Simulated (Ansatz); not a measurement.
**Strain and the gap of AgCl (h-MgO type)**

AgCl built on the h-MgO prototype, relaxed with r2SCAN in the PAW code Ansatz. It is hexagonal, P6_3/mmc (No. 194); conventional cell a = 4.518 Å, c = 5.723 Å, 25.30 Å³ an atom. Ag is surrounded by 5 Cl at 2.61–2.86 Å; Cl is surrounded by 5 Ag at 2.61–2.86 Å.

The axes x, y and z are those of this cell:
```xyz
4
Lattice="4.5184 0.0000 0.0000 -2.2592 3.9130 0.0000 0.0000 0.0000 5.7230" Properties=species:S:1:pos:R:3 pbc="T T T"
Ag    0.0000    2.6087    1.4308
Ag    2.2592    1.3043    4.2923
Cl    2.2592    1.3043    1.4308
Cl    0.0000    2.6087    4.2923
```

Unstrained: With PBE the valence top lies at H and the conduction bottom at Γ, 1.365 eV higher; the smallest vertical gap, at Γ, is 1.390 eV. r2SCAN gives an indirect gap of 1.816 eV, from H to Γ; the least direct gap is 1.828 eV at Γ. Least and direct gap differ so little that the kind isn't settled. The HSE06 gap is indirect, 2.851 eV (H to Γ), below the direct gap of 2.870 eV at Γ. Least and direct gap differ so little that the kind isn't settled. Meshes: PBE 6×6×4, r2SCAN 6×6×4, HSE06 6×6×4. Strains are changes of length per length, and xy shears are angles. After each strain the atoms were relaxed again with r2SCAN within the symmetry that the strain leaves, so tilts or polar shifts that break it weren't tested; points keep the names that they have in the unstrained zone. No spin polarisation and no zero-point or thermal motion; the cell was built from a prototype and may be hypothetical.

Changes of the least gap in eV (an overlap counts as a negative gap):

| strain | volume change (%) | space group | PBE | r2SCAN | HSE06 | energy rise, r2SCAN (meV/atom) |
| --- | --- | --- | --- | --- | --- | --- |
| uniaxial +3.8 % along z | +3.8 | P6_3/mmc | -0.021 | -0.041 | -0.030 | 4.9 |
| xy shear, engineering strain (angle) -0.48 % | 0.0 | P2_1/m | 0.000 | 0.000 | 0.000 | 0.0 |

Uniaxial +3.8 % along z, other directions held. HSE06: the gap goes from 2.851 to 2.821 eV (-0.030 eV); it turns from indirect (H → Γ) to direct (Γ); least and direct gap lie within 0.04 eV, so its kind isn't settled. Stress change with r2SCAN, compression positive: xx -1.01, yy -1.01, zz -1.43 GPa.

Xy shear, engineering strain (angle) -0.48 %. HSE06: the gap goes from 2.851 to 2.851 eV (0.000 eV). Stress change with r2SCAN, compression positive: xx 0.00, yy 0.00, zz 0.00, xy +0.01 GPa.

The runs are scalar-relativistic, without spin-orbit coupling.

The meshes of the hybrids are coarse, so their gaps aren't converged to the digits shown.
